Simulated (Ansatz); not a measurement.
Something may be wrong with this Ansatz 0.2.0 calculation of HfO2.

input.yaml

```yaml
crystal:
  lattice:
    - [5.0803194, 0.0, 0.0]
    - [0.0, 5.16486745, 0.0]
    - [0.0, 0.0, 4.89088365]
  atoms:
    - { symbol: Hf, position: [0.22259082, 0.78179958, 0.27206794] }
    - { symbol: Hf, position: [0.72259082, 0.71820042, 0.72793206] }
    - { symbol: Hf, position: [0.77740918, 0.21820042, 0.27206794] }
    - { symbol: Hf, position: [0.27740918, 0.28179958, 0.72793206] }
    - { symbol: O, position: [0.18681532, 0.16364878, 0.10453462] }
    - { symbol: O, position: [0.68681532, 0.33635122, 0.89546538] }
    - { symbol: O, position: [0.81318468, 0.83635122, 0.10453462] }
    - { symbol: O, position: [0.31318468, 0.66364878, 0.89546538] }
    - { symbol: O, position: [0.0, 0.5, 0.48905445] }
    - { symbol: O, position: [0.5, 0.0, 0.51094555] }
    - { symbol: O, position: [0.0, 0.0, 0.57562499] }
    - { symbol: O, position: [0.5, 0.5, 0.42437501] }
hamiltonian:
  xc: pbesol
  pseudopotentials: { kind: paw }
  hubbard: { sites: [{ species: Hf, l: d, u_eff: 20.0 }] }
kpoints:
  mp_grid: { grid: [5, 5, 6] }
scf:
  occupations: { method: fermi_dirac, width: 0.05 }
  max_iter: 100
output:
  forces: true
  stress: true
  eigenvalues: true
relax:
  f_tol: 0.01
  max_steps: 40
  cell: { stress_tol: 0.05 }
```

Potentials or basis: Ansatz PAW.

The run is started by

```console
$ ansatz run input.yaml --threads 4 --pin off --max-ram 11264MiB --backend cpu --events-out ev --progress --plain --runs-dir out
```

Output:

```text
Warning: RAYON_NUM_THREADS=4 ignored (pool sized by the plan → 4); use --threads N
The last accepted step is kept in <dir> (removed where the run ends without a failure and the disk answers)
Hf: projections on atomic orbitals take those of the free atom [Kr 4d10] 4f14 5s2 5p6 5d2 6s2, of charge +0.00 (hamiltonian.pseudopotentials.projection_atoms); the dataset's partial waves leave at most 4.9e-5 of an orbital's norm unspanned inside its sphere
O: projections on atomic orbitals take those of the free atom [He] 2s2 2p4, of charge +0.00 (hamiltonian.pseudopotentials.projection_atoms); the dataset's partial waves leave at most 1.9e-8 of an orbital's norm unspanned inside its sphere
Engine: ansatz 0.2.0, aarch64-unknown-linux-gnu
Pseudopotentials: kind: paw
Pseudopotential: Hf, paw, valence charge 26, recommended cutoff 420 eV (normal), Hf.paw.azcp
Pseudopotential: O, paw, valence charge 6, recommended cutoff 420 eV (normal), O.paw.azcp
Functional definition: PBEsol
  exchange = pbesol_x
  correlation = pbesol_c
Crystal: 12 atoms, lattice volume = 128.333 Å³
Basis set: ecut = 420 eV, 2505 PW (Γ), exchange–correlation on 72×72×72 points (8 copies of the dense FFT grid, shifted against one another)
[... 213 lines left out ...]
Occupation matrices written to <dir>
--- Relaxed structure (9 steps of the walk, 8 accepted, 2 SCFs on fresh bases) ---
  F+E_penalty+E_count = -66846.33508400 eV   max|allowed force component| = 1.772e-3 eV/Å   (the final SCF, on the basis selected at the relaxed cell)
  cell:  # Å, volume = 158.4676 Å³
    - [5.484291468153977, 0.0, 0.0]
    - [0.0, 5.487032652800133, 0.0]
    - [0.0, 0.0, 5.2660187178460545]
  atoms:
    - { symbol: Hf, position: [0.2157741527067516, 0.7842179091854795, 0.27057506986236424] }
    - { symbol: Hf, position: [0.7157741527067515, 0.7157820908145205, 0.7294249301376355] }
    - { symbol: Hf, position: [0.7842258472932484, 0.21578209081452046, 0.27057506986236424] }
    - { symbol: Hf, position: [0.28422584729324835, 0.2842179091854795, 0.7294249301376355] }
    - { symbol: O, position: [0.17064191313122404, 0.17030063733444403, 0.10603683906491362] }
    - { symbol: O, position: [0.6706419131312239, 0.32969936266555583, 0.8939631609350863] }
    - { symbol: O, position: [0.8293580868687759, 0.8296993626655559, 0.10603683906491362] }
    - { symbol: O, position: [0.32935808686877593, 0.670300637334444, 0.8939631609350863] }
    - { symbol: O, position: [2.8454960856345745e-20, 0.49999999999999994, 0.49983726722810023] }
    - { symbol: O, position: [0.49999999999999994, -2.798915772073374e-20, 0.5001627327718994] }
    - { symbol: O, position: [2.8454960856345745e-20, -2.7989157720733706e-20, 0.5581489507656723] }
    - { symbol: O, position: [0.49999999999999994, 0.49999999999999994, 0.4418510492343276] }
```

Question: How did it end, and where is the flaw?

Answer: Self-consistency was reached. The input holds a flaw that was put in on purpose: an enormous or negative U (hamiltonian.hubbard = {"sites": [{"species": "Hf", "l": "d", "u_eff": 20.0}]}). The program doesn't stop on it, so the numbers can't be trusted though the run ends normally.
